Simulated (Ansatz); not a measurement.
## How much does Mn in Mo(100), 2x2 scatter?

How strong a scatterer is Mn in Mo(100), 2x2, and does relaxation matter?

Method: Ansatz plane-wave DFT, PBE, PAW files, collinear spin; ballistic transport by layer matching (Landauer), zero bias; PAW set soft_1, in Ansatz 0.2.0.

## (1) The structure

The cell holds 72 atoms: 71 Mo and 1 Mn. Cell: a = 6.294 Å, b = 6.294 Å, c = 28.323 Å, α = 90.0°, β = 90.0°, γ = 90.0°. It derives from Mo. Regions: lead, 40 atoms (40 Mo); scattering region, 32 atoms (31 Mo and 1 Mn). The structure is stacked along c, and the current runs across the ab planes.

## (2) Transmission at ideal sites

The defect sits in one plane of the supercell, all atoms on ideal sites; the layers about the cell's end are the lead. The mesh across the current, 8×8, is finer than the density's, because channels open and close sharply across the zone. Energies from -0.1 to 0.1 eV in steps of 0.05 eV are too few for the program's thermal sum, so it prints no conductance; for a metal the transmission near the Fermi level serves, at a fraction of the cost.

Contents of input.yaml:

```yaml
crystal:
  lattice:
    - [6.294, 0.0, 0.0]
    - [0.0, 6.294, 0.0]
    - [0.0, 0.0, 28.323]
  atoms:
    - { symbol: Mo, position: [0.0, 0.0, 0.0277777778] }
    - { symbol: Mo, position: [0.0, 0.5, 0.0277777778] }
    - { symbol: Mo, position: [0.5, 0.0, 0.0277777778] }
    - { symbol: Mo, position: [0.5, 0.5, 0.0277777778] }
    - { symbol: Mo, position: [0.25, 0.25, 0.0833333333] }
    - { symbol: Mo, position: [0.25, 0.75, 0.0833333333] }
    - { symbol: Mo, position: [0.75, 0.25, 0.0833333333] }
    - { symbol: Mo, position: [0.75, 0.75, 0.0833333333] }
    - { symbol: Mo, position: [0.0, 0.0, 0.1388888889] }
    - { symbol: Mo, position: [0.0, 0.5, 0.1388888889] }
    - { symbol: Mo, position: [0.5, 0.0, 0.1388888889] }
    - { symbol: Mo, position: [0.5, 0.5, 0.1388888889] }
    - { symbol: Mo, position: [0.25, 0.25, 0.1944444444] }
    - { symbol: Mo, position: [0.25, 0.75, 0.1944444444] }
    - { symbol: Mo, position: [0.75, 0.25, 0.1944444444] }
    - { symbol: Mo, position: [0.75, 0.75, 0.1944444444] }
    - { symbol: Mo, position: [0.0, 0.0, 0.25] }
    - { symbol: Mo, position: [0.0, 0.5, 0.25] }
    - { symbol: Mo, position: [0.5, 0.0, 0.25] }
    - { symbol: Mo, position: [0.5, 0.5, 0.25] }
    - { symbol: Mo, position: [0.25, 0.25, 0.3055555556] }
    - { symbol: Mo, position: [0.25, 0.75, 0.3055555556] }
    - { symbol: Mo, position: [0.75, 0.25, 0.3055555556] }
    - { symbol: Mo, position: [0.75, 0.75, 0.3055555556] }
    - { symbol: Mo, position: [0.0, 0.0, 0.3611111111] }
    - { symbol: Mo, position: [0.0, 0.5, 0.3611111111] }
    - { symbol: Mo, position: [0.5, 0.0, 0.3611111111] }
    - { symbol: Mo, position: [0.5, 0.5, 0.3611111111] }
    - { symbol: Mo, position: [0.25, 0.25, 0.4166666667] }
    - { symbol: Mo, position: [0.25, 0.75, 0.4166666667] }
    - { symbol: Mo, position: [0.75, 0.25, 0.4166666667] }
    - { symbol: Mo, position: [0.75, 0.75, 0.4166666667] }
    - { symbol: Mo, position: [0.0, 0.0, 0.4722222222] }
    - { symbol: Mo, position: [0.0, 0.5, 0.4722222222] }
    - { symbol: Mo, position: [0.5, 0.0, 0.4722222222] }
    - { symbol: Mo, position: [0.5, 0.5, 0.4722222222] }
    - { symbol: Mn, position: [0.25, 0.25, 0.5277777778], spin: 3.5 }
    - { symbol: Mo, position: [0.25, 0.75, 0.5277777778] }
    - { symbol: Mo, position: [0.75, 0.25, 0.5277777778] }
    - { symbol: Mo, position: [0.75, 0.75, 0.5277777778] }
    - { symbol: Mo, position: [0.0, 0.0, 0.5833333333] }
    - { symbol: Mo, position: [0.0, 0.5, 0.5833333333] }
    - { symbol: Mo, position: [0.5, 0.0, 0.5833333333] }
    - { symbol: Mo, position: [0.5, 0.5, 0.5833333333] }
    - { symbol: Mo, position: [0.25, 0.25, 0.6388888889] }
    - { symbol: Mo, position: [0.25, 0.75, 0.6388888889] }
    - { symbol: Mo, position: [0.75, 0.25, 0.6388888889] }
    - { symbol: Mo, position: [0.75, 0.75, 0.6388888889] }
    - { symbol: Mo, position: [0.0, 0.0, 0.6944444444] }
    - { symbol: Mo, position: [0.0, 0.5, 0.6944444444] }
    - { symbol: Mo, position: [0.5, 0.0, 0.6944444444] }
    - { symbol: Mo, position: [0.5, 0.5, 0.6944444444] }
    - { symbol: Mo, position: [0.25, 0.25, 0.75] }
    - { symbol: Mo, position: [0.25, 0.75, 0.75] }
    - { symbol: Mo, position: [0.75, 0.25, 0.75] }
    - { symbol: Mo, position: [0.75, 0.75, 0.75] }
    - { symbol: Mo, position: [0.0, 0.0, 0.8055555556] }
    - { symbol: Mo, position: [0.0, 0.5, 0.8055555556] }
    - { symbol: Mo, position: [0.5, 0.0, 0.8055555556] }
    - { symbol: Mo, position: [0.5, 0.5, 0.8055555556] }
    - { symbol: Mo, position: [0.25, 0.25, 0.8611111111] }
    - { symbol: Mo, position: [0.25, 0.75, 0.8611111111] }
    - { symbol: Mo, position: [0.75, 0.25, 0.8611111111] }
    - { symbol: Mo, position: [0.75, 0.75, 0.8611111111] }
    - { symbol: Mo, position: [0.0, 0.0, 0.9166666667] }
    - { symbol: Mo, position: [0.0, 0.5, 0.9166666667] }
    - { symbol: Mo, position: [0.5, 0.0, 0.9166666667] }
    - { symbol: Mo, position: [0.5, 0.5, 0.9166666667] }
    - { symbol: Mo, position: [0.25, 0.25, 0.9722222222] }
    - { symbol: Mo, position: [0.25, 0.75, 0.9722222222] }
    - { symbol: Mo, position: [0.75, 0.25, 0.9722222222] }
    - { symbol: Mo, position: [0.75, 0.75, 0.9722222222] }
magnetization:
  spin_polarized: true
kpoints:
  mp_grid: { grid: [4, 4, 1] }
hamiltonian:
  xc: pbe
  pseudopotentials: { kind: paw, azcp: { folder: soft_1 } }
scf:
  occupations: { method: fermi_dirac, width: 0.1 }
output:
  transmission: { leads: [[0, 4]], kmesh: [8, 8], e_range: [-0.1, 0.1], de: 0.05 }
  write_potential: true
  write_density: true
  volumetric_format: npy
  elf: true
```

Command:

```console
ansatz run input.yaml --threads 4 --pin off --max-ram 15360MiB --backend cpu --events-out ev --progress --plain --runs-dir out
```

Numbers of over 12 decimals in the logs are rounded to 6 here.

Output:

```text
Engine: ansatz 0.2.0, x86_64-unknown-linux-gnu
Pseudopotentials: kind: paw
Pseudopotential: Mo, paw, valence charge 14, recommended cutoff 420 eV (normal), soft_1/Mo.paw.azcp
Pseudopotential: Mn, paw, valence charge 15, recommended cutoff 420 eV (normal), soft_1/Mn.paw.azcp
Functional definition: PBE
  parameter kappa = 0.804
  parameter beta = 0.066725
  exchange = pbe_x(kappa = kappa, mu = beta*pi^2/3)
  correlation = pbe_c(beta = beta)
Crystal: 72 atoms, lattice volume = 1122.000 Å³
Basis set: ecut = 420 eV, 21955 PW (Γ)
Bands: 608, of which v1, the nominal top of the filled ones, is band 505 counted from 1 (504 counted from 0)
Symmetry: 16 space group operations
Space group: P4/mmm (ITA 123), of the structure as read, at distance tolerance 1.0e-4 Å
Magnetic group: BNS 123.339 (UNI 999), of the structure as read, at distance tolerance 1.0e-4 Å
k-points: 6 of 16
Non-local potential: Mo, projectors of the file, l = 0: 3, l = 1: 2, l = 2: 2, l = 3: 1
Non-local potential: Mn, projectors of the file, l = 0: 3, l = 1: 2, l = 2: 3, l = 3: 1
PAW form: soft (Blöchl's): semilocal exchange-correlation on the pseudo side does not see the compensation charge
PAW one-centre angular grid: Mo, 590 points (default); XC on 64 Gauss nodes
PAW one-centre angular grid: Mn, 590 points (default); XC on 64 Gauss nodes
Initial density: superposition of atomic densities (chi_scale 0.1, normalization cell, long waves 69 % of neutral atoms (reshape's long-wave potential 1.69 eV rms, cloud 2.93 Å wide))
Starting moments: Σ|m| = 3.5 μB on 1 of 72 sites
Initial wavefunctions: pseudopotential atomic-orbital guess
Functional: x = pbe(κ = 0.804, μ = 0.219515), c = pbe(β = 0.066725)
SCF iter   1: F=—  HF=-355830.561501 eV  |F-HF|=—  |Δ(HF+E_count)|=         —  Δρ=6.17e-2 (↑5.73e-2 ↓6.17e-2)  dr2=1.13e3  dr2_m=3.61e-1  M=2.898 μB ∫|m|=3.278 μB  β_m=0.30  ethr=3.10e-3  ⟨swp⟩=4.5  Hψ=22991  notcnv=0
Mixer restart at iter 1: flushing history
preconditioner: auto → Kerker (q_TF=auto, 2.680 Å⁻¹)  [metal: Δε(μ)=0.017 eV  Ē_g=4.643 eV  σ=0.100 eV  W_gap=0.04  n_scr=372 (ndim 8)  ℏωp=23.1 eV  f_vac=0.000  D(μ)=44.27/eV (n_scr^D=372)]
spin=Collinear: Kerker preconditioning applied to the charge; magnetization (m = ρ↑ − ρ↓) channel mixes plain (no charge-response kernel on spin).
SCF iter   2: F=—  HF=-355806.270127 eV  |F-HF|=—  |Δ(HF+E_count)|=    2.43e1  Δρ=4.28e-2 (↑3.96e-2 ↓4.28e-2)  dr2=5.13e2  dr2_m=8.19e-1  M=2.529 μB ∫|m|=3.130 μB  β_m=0.57  ethr=3.10e-3  ⟨swp⟩=2.8  Hψ=15968  notcnv=0
SCF iter   3: F=—  HF=-355780.813262 eV  |F-HF|=—  |Δ(HF+E_count)|=    2.55e1  Δρ=2.14e-2 (↑2.14e-2 ↓1.27e-2)  dr2=4.14e1  dr2_m=2.77e-1  M=2.590 μB ∫|m|=3.552 μB  β_m=0.50  ethr=3.10e-3  ⟨swp⟩=3.2  Hψ=16122  notcnv=0
[...]
transmission: 336 of 1680 steps passed
[...]
transmission: 1680 of 1680 steps passed
SCF converged after 20 iterations
Magnetization: 1.7701 μB (505.3850 up, 503.6150 down)
Absolute magnetization: 3.6505 μB (∫|ρ↑−ρ↓|, with the PAW one-centre terms)
Spin contamination: 1.0264 ħ² per cell (⟨S²⟩ above its minimum at these occupations)
Per-site moments (μB) at R_I (Å): [(-0.00612053, 1.124220), (-0.00612053, 1.124220), (-0.00612053, 1.124220), (-0.00612053, 1.124220), (0.00295426, 1.124220), (0.00405973, 1.124220), (0.00405973, 1.124220), (0.00248791, 1.124220), (-0.00690863, 1.124220), (-0.00690863, 1.124220), (-0.00690863, 1.124220), (-0.00690863, 1.124220), (0.00611292, 1.124220), (0.00442642, 1.124220), (0.00442642, 1.124220), (0.00610272, 1.12 [...]
Free energy (F): -355778.755798 eV
Harris-Foulkes:  -355778.755798 eV  (|F-HF|=1.61e-8)
Internal energy: -355777.076605 eV  (E = F + TS)
E sigma→0 (E₀):  -355777.916202 eV
Entropy (-TS):   -1.679193 eV (-23.322 meV/atom)
Fermi energy:    20.995049 eV
--- Per-component energies (eV) ---
  E_band       = -4102.487247
  E_kinetic    = 30310.236518
  E_local      = -56720.786920  (includes V_loc(G=0)·N_el)
  E_nonlocal   = 10965.954330
  E_hartree    = 19393.729476
  E_xc         = -12635.110652
  E_vxc        = -15757.379830  (∫ρ·V_xc dr)
  E_paw        = -229362.779372  (= ΣΔE_a)
  E_vpaw       = -11687.973022  (= ΣTr[D̂ρ^β])
  E_aug_tail   = 0.003443  (compensation charges beyond the density's cutoff)
  E_ewald      = -117728.323430
  E_smearing   = -1.679193  (= −TS)
  E_closure    = -0.000000  (closes the sum)
  Σ components = -355778.755798   (vs F -355778.755798, Δ=0.00e0)
--- Band table (eV; the first three rows and the last of 12) ---
  k-point 0 ↑: bands = [... 501 lower, 20.8241, 20.8241, 20.8426, 20.8504, 20.8504, 20.8724, 20.8764, 21.0123, ... 99 higher]
  k-point 1 ↑: bands = [... 501 lower, 20.9212, 20.9576, 20.9658, 20.9769, 20.9927, 21.0181, 21.0290, 21.0493, ... 99 higher]
  k-point 2 ↑: bands = [... 501 lower, 20.8317, 20.8579, 20.9167, 20.9297, 21.0673, 21.1386, 21.1573, 21.2046, ... 99 higher]
  k-point 5 ↓: bands = [... 501 lower, 20.2732, 20.3210, 20.3210, 21.3575, 21.3641, 21.3641, 21.3695, 22.0810, ... 99 higher]
--- Transmission ---
  basis      : 349 plane waves across, 56 finite elements along
  points     : 15, standing for a mesh of 8 x 8
  energies   : 5 from -0.100000 to 0.100000 eV about the Fermi level, 0.050000 eV apart; the leads are filled to 0.000000 eV, and channels, transmission and decay are at 0.000000 eV
  crystal 0  : Mo4, at the sites [0, 4], period 1.5735 Å, over 26.75 Å; its Hamiltonian steps by up to 4.6 meV
    offset         : up to 0.0000 Å between an atom of the period and one for which it stands
    channels       : 6.593750e0 up, 6.593750e0 down
    conductance    : none, the energies end too early or step too widely for 300 K: set another output.transmission.e_range or a lower de, or, where they end at an eighth of basis.ecutwfc, a higher one
    slowest decay  : 0.0397 /Å at (0.5000, 0.3750)
  junction   : crystal 0 to crystal 0, 0.88 to 27.63 Å
    transmission   : 4.956745e0 up, 6.260383e0 down
    conductance    : none, the energies end too early or step too widely for 300 K: set another output.transmission.e_range or a lower de, or, where they end at an eighth of basis.ecutwfc, a higher one
```

It took 12 min on 4 threads of Intel Xeon Platinum 8559C (Emerald Rapids), shared host; peak memory 9 GiB; 44 min of CPU time.

This step gave:

```yaml
free_energy: -355778.7558 eV
energy_at_zero_smearing: -355777.9162 eV
fermi_energy: 21.00 eV
magnetization: 1.770 μB
absolute_magnetization: 3.651 μB
cell_area: 39.61 Å²
transmission_spin_up: 4.957
transmission_spin_down: 6.260
open_channels_spin_up: 6.594
open_channels_spin_down: 6.594
step_of_the_lead_s_potential: 4.6 meV
```

Per spin. Table of transmission, zone mean by energy, zero at the Fermi level:

```tsv
energy (eV)	T up	T down
-0.1000	5.11	6.18
-0.0500	5.10	6.17
0.0000	4.96	6.26
0.0500	5.05	6.27
0.1000	5.11	6.52
```

Per spin. Table of open channels, zone mean, lead up = lead down by energy, zero at the Fermi level:

```tsv
energy (eV)	open channels, zone mean, lead up = lead down
-0.1000	6.78
-0.0500	6.66
0.0000	6.59
0.0500	6.53
0.1000	6.84
```

Transmission over k1 and k2. At 0.0000 eV from the Fermi level, spin up.

Values, 8 rows by 8 columns:
```
 0.0  0.9  1.6  3.3  4.7  3.3  1.6  0.9
 1.1  1.6  2.9  8.6 11.6  8.6  2.9  1.6
 3.3  3.3  8.6 11.3 11.7 11.3  8.6  3.3
 3.3  4.7 11.6 11.7 11.9 11.7 11.6  4.7
 3.3  3.3  8.6 11.3 11.7 11.3  8.6  3.3
 1.1  1.6  2.9  8.6 11.6  8.6  2.9  1.6
 0.0  0.9  1.6  3.3  4.7  3.3  1.6  0.9
 0.0  0.0  1.1  3.3  3.3  3.3  1.1  0.0
```
Columns: k1 (b1) from -0.5 to 0.375; rows upwards: k2 (b2) from -0.5 to 0.375.

Open channels over k1 and k2. At 0.0000 eV from the Fermi level, spin up.

Values, 8 rows by 8 columns:
```
 0.0  1.0  2.0  5.0  7.0  5.0  2.0  1.0
 2.0  2.0  5.0 12.0 15.0 12.0  5.0  2.0
 4.0  5.0 12.0 14.0 14.0 14.0 12.0  5.0
 4.0  7.0 15.0 14.0 14.0 14.0 15.0  7.0
 4.0  5.0 12.0 14.0 14.0 14.0 12.0  5.0
 2.0  2.0  5.0 12.0 15.0 12.0  5.0  2.0
 0.0  1.0  2.0  5.0  7.0  5.0  2.0  1.0
 0.0  0.0  2.0  4.0  4.0  4.0  2.0  0.0
```
Columns: k1 (b1) from -0.5 to 0.375; rows upwards: k2 (b2) from -0.5 to 0.375.

Transmission over k1 and k2. At 0.0000 eV from the Fermi level, spin down.

Ten even steps from '_' (0.0) to '@' (13.6):
```
____..--++--..__
....--%%@@%%--..
::--%%@@@@@@%%--
::++@@@@@@@@@@++
::--%%@@@@@@%%--
....--%%@@%%--..
____..--++--..__
____..::::::..__
```
Columns: k1 (b1) from -0.5 to 0.375; rows upwards: k2 (b2) from -0.5 to 0.375.

Open channels over k1 and k2. At 0.0000 eV from the Fermi level, spin down.

Ten even steps from '_' (0.0) to '@' (15.0):
```
____..--==--..__
....--%%@@%%--..
::--%%@@@@@@%%--
::==@@@@@@@@@@==
::--%%@@@@@@%%--
....--%%@@%%--..
____..--==--..__
____..::::::..__
```
Columns: k1 (b1) from -0.5 to 0.375; rows upwards: k2 (b2) from -0.5 to 0.375.

Spin density in the ca plane at fractional y = 0.250, with atoms of Mo and Mn within 0.2 Å of it.

Values in e/Å³, 9 rows by 16 columns, each cell a mean:
```
0.0 0.0 0.0 0.0 0.0 0.0 0.0 0.0 0.0 0.0 0.0 0.0 0.0 0.0 0.0 0.0
0.0 0.0 0.0 0.0 0.0 0.0 0.0 0.0 0.0 0.0 0.0 0.0 0.0 0.0 0.0 0.0
0.0 0.0 0.0 0.0 0.0 0.0 0.0 0.0 0.0 0.0 0.0 0.0 0.0 0.0 0.0 0.0
0.0 0.0 0.0 0.0 0.0 0.0 0.0 0.0 0.0 0.0 0.0 0.0 0.0 0.0 0.0 0.0
0.0 0.0 0.0 0.0 0.0 0.0 0.0 0.0 0.0 0.0 0.0 0.0 0.0 0.0 0.0 0.0
0.0 0.0 0.0 0.0 0.0 0.0 0.0 0.0 0.2 0.2 0.0 0.0 0.0 0.0 0.0 0.0
0.0 0.0 0.0 0.0 0.0 0.0 0.0 0.0 1.4 1.3 0.0 0.0 0.0 0.0 0.0 0.0
0.0 0.0 0.0 0.0 0.0 0.0 0.0 0.0 0.4 0.3 0.0 0.0 0.0 0.0 0.0 0.0
0.0 0.0 0.0 0.0 0.0 0.0 0.0 0.0 0.0 0.0 0.0 0.0 0.0 0.0 0.0 0.0
```
Columns run along c (16.0 Å, from fractional 0.22 to 0.78 of the cell), rows up along a (6.3 Å). Atoms in or near the plane, at fractional coordinates: Mo at (0.31, 0.25), Mo at (0.31, 0.75), Mo at (0.42, 0.25), Mo at (0.42, 0.75), Mn at (0.53, 0.25), Mo at (0.53, 0.75), Mo at (0.64, 0.25), Mo at (0.64, 0.75), Mo at (0.75, 0.25), Mo at (0.75, 0.75).

Valence density in the ca plane at fractional y = 0.250, with atoms of Mo and Mn within 0.2 Å of it. It is the smooth field of the valence electrons, not physical close to the nuclei.

Values in units of 1e0 e/Å³, 9 rows by 16 columns, each cell a mean:
```
0.3 0.3 0.5 0.4 0.3 0.5 0.4 0.3 0.4 0.4 0.3 0.4 0.5 0.3 0.4 0.5
1.2 0.4 4.0 1.7 0.3 3.5 2.2 0.3 3.0 2.8 0.3 2.5 3.3 0.3 1.9 3.8
1.5 0.4 4.9 2.1 0.4 4.3 2.8 0.3 3.7 3.4 0.3 3.0 4.1 0.3 2.4 4.7
0.4 0.3 0.8 0.5 0.3 0.8 0.6 0.3 0.7 0.6 0.3 0.6 0.7 0.3 0.5 0.8
0.3 0.3 0.3 0.3 0.3 0.3 0.3 0.2 0.2 0.2 0.2 0.3 0.3 0.3 0.3 0.3
0.6 0.3 1.7 0.8 0.3 1.5 1.0 0.2 1.2 1.1 0.2 1.1 1.4 0.3 0.9 1.6
1.7 0.5 5.5 2.4 0.4 4.9 3.1 0.3 9.1 8.0 0.3 3.5 4.6 0.3 2.7 5.3
0.8 0.4 2.6 1.2 0.3 2.3 1.5 0.2 2.3 2.1 0.2 1.6 2.2 0.3 1.3 2.5
0.3 0.3 0.3 0.3 0.3 0.3 0.3 0.2 0.2 0.2 0.2 0.3 0.3 0.3 0.3 0.3
```
Columns run along c (16.0 Å, from fractional 0.22 to 0.78 of the cell), rows up along a (6.3 Å). Atoms in or near the plane, at fractional coordinates: Mo at (0.31, 0.25), Mo at (0.31, 0.75), Mo at (0.42, 0.25), Mo at (0.42, 0.75), Mn at (0.53, 0.25), Mo at (0.53, 0.75), Mo at (0.64, 0.25), Mo at (0.64, 0.75), Mo at (0.75, 0.25), Mo at (0.75, 0.75).

ELF in the ca plane at fractional y = 0.250, with atoms of Mo and Mn within 0.2 Å of it. It is the smooth field of the valence electrons, not physical close to the nuclei.

Values, 9 rows by 16 columns, each cell a mean:
```
0.36 0.41 0.26 0.34 0.42 0.28 0.32 0.42 0.28 0.29 0.43 0.31 0.28 0.42 0.33 0.27
0.37 0.32 0.59 0.41 0.32 0.56 0.46 0.32 0.52 0.50 0.32 0.47 0.54 0.32 0.43 0.58
0.39 0.30 0.60 0.43 0.29 0.57 0.48 0.28 0.54 0.52 0.28 0.49 0.56 0.28 0.45 0.59
0.34 0.40 0.30 0.33 0.41 0.30 0.31 0.42 0.30 0.30 0.42 0.31 0.30 0.42 0.32 0.30
0.42 0.41 0.32 0.40 0.41 0.34 0.39 0.40 0.37 0.38 0.40 0.39 0.35 0.41 0.40 0.33
0.34 0.37 0.41 0.34 0.39 0.39 0.35 0.39 0.26 0.26 0.39 0.36 0.38 0.39 0.34 0.40
0.39 0.28 0.59 0.44 0.27 0.56 0.48 0.26 0.48 0.45 0.26 0.50 0.55 0.26 0.46 0.58
0.35 0.35 0.51 0.37 0.36 0.48 0.40 0.37 0.30 0.29 0.37 0.41 0.47 0.36 0.38 0.50
0.40 0.41 0.29 0.38 0.41 0.31 0.37 0.40 0.35 0.35 0.40 0.36 0.32 0.41 0.37 0.30
```
Columns run along c (16.0 Å, from fractional 0.22 to 0.78 of the cell), rows up along a (6.3 Å). Atoms in or near the plane, at fractional coordinates: Mo at (0.31, 0.25), Mo at (0.31, 0.75), Mo at (0.42, 0.25), Mo at (0.42, 0.75), Mn at (0.53, 0.25), Mo at (0.53, 0.75), Mo at (0.64, 0.25), Mo at (0.64, 0.75), Mo at (0.75, 0.25), Mo at (0.75, 0.75).

Nearest the Fermi level spin up passes 4.96 of 6.59 channels of the lower lead and spin down 6.26 of 6.59.

## (3) Resistance at ideal sites

This step: Ansatz plane-wave DFT, PBE, PAW files, collinear spin; ballistic transport by layer matching (Landauer), zero bias; area resistance of the defect plane and resistivity an atomic per cent; PAW set soft_1 (Ansatz 0.2.0).

Numbers from this step:

```yaml
area_resistance: 0.07538 fΩ m²
t_over_the_leads_mean_channel_count: 0.8545
spin_asymmetry_gamma: -0.6862 (R down - R up) / (R down + R up)
resistivity_per_at_scaled_from_this_dense_plane_with_the_factor_3_over_4_for_isotropic_scattering: 1.437 µΩ cm
```

Averaged over the energies near the Fermi level, 85.4 % of the channels pass, which makes 0.0754 fΩ m².

By hand, with means over the energies near the Fermi level: RA per spin = A (h/e²)(1/T − ½[1/N₁ + 1/N₂]); spin up: 39.61×10⁻²⁰ m² × 25 813 Ω × (1/5.034 − ½[1/6.594 + 1/6.594]) = 0.480 fΩ m²; spin down: 39.61×10⁻²⁰ m² × 25 813 Ω × (1/6.234 − ½[1/6.594 + 1/6.594]) = 0.0894 fΩ m². The spins conduct in parallel, so 1/RA = 1/0.480 + 1/0.0894 and RA = 0.0754 fΩ m²; γ = (0.0894 − 0.480)/(0.0894 + 0.480) = -0.69.

## (4) Results

| Item | Value |
| --- | --- |
| share of channels that pass, rigid | 0.854 |
| area resistance, rigid | 0.0754 fΩ m² |
| resistivity per at.% from the area resistance, times 3/4, rigid | 1.44 µΩ cm |

What this shows: The plane of defects adds 0.075 fΩ m². Scaled to one atomic per cent that is 1.9 µΩ cm as it stands and 1.4 with the factor 3/4 for isotropic scattering on a spherical Fermi surface. These are rough estimates of the dilute value, not bounds. One Mn in each 2x2 cell reflects 15 % of the lead's channels. The defect scatters spin up more strongly (asymmetry -0.69). The defects form a dense periodic sheet that scatters coherently, unlike a dilute random alloy. T and N are means over the solved energies nearest the Fermi level. One magnetic start was tried, and the two spins conduct in parallel without mixing.

[Logs are printed without paths, hosts, clocks, repeated set-up lines and the standing remarks that a program may print on its own settings, such as how far it seeks lower states.]

[Hosts, paths, dates, database ids (printed as entryN), source tags and the programs' standing remarks are cut or masked in the printed files.]
